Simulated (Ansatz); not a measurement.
rocksalt-structured HfN

The computed numbers are results of PBE, scalar-relativistic (no spin polarisation) in the plane-wave PAW code Ansatz at 420 eV, 4×4×4 k-mesh, Gaussian smearing of 0.05 eV. The datasets are Ansatz's generated set soft_2.

```
CELL_PARAMETERS angstrom
0.00000 4.54786 4.54786
4.54786 0.00000 4.54786
4.54786 4.54786 0.00000
ATOMIC_POSITIONS crystal
Hf 0.25000 0.25000 0.25000
N 0.00000 0.00000 0.00000
Hf 0.25000 0.25000 0.75000
N 0.00000 0.00000 0.50000
Hf 0.25000 0.75000 0.25000
N 0.00000 0.50000 0.00000
Hf 0.25000 0.75000 0.75000
N 0.00000 0.50000 0.50000
Hf 0.75000 0.25000 0.25000
N 0.50000 0.00000 0.00000
Hf 0.75000 0.25000 0.75000
N 0.50000 0.00000 0.50000
Hf 0.75000 0.75000 0.25000
N 0.50000 0.50000 0.00000
Hf 0.75000 0.75000 0.75000
N 0.50000 0.50000 0.50000
```

The start was a prototype's sites filled with these elements; the Crystallography Open Database holds the compound in this structure.

The cell above (space group Fm-3m at a tolerance of 0.05 Å) comes from a relaxation within its symmetry on a finer mesh. All atoms were then moved at random (spread 0.10 Å) and the cell was relaxed without symmetry.

Problem. What does it relax into?

Solution. It returns: the energy ends within 0.1 meV/atom of the undisturbed cell and space group Fm-3m is found again (tolerance 0.05 Å). The test covers only distortions that fit this cell.

```
step (a selection, trial steps included)  E − E(end) (meV/atom)
                                       1                  176.7
                                       2                   38.0
                                       3                    0.1
                                       4                    0.1
                                       5                    0.0
                                       6                    0.0
```

For elements this heavy, spin–orbit coupling would shift levels and gaps; it isn't included here. The k-mesh is coarse, so small energy differences aren't converged.
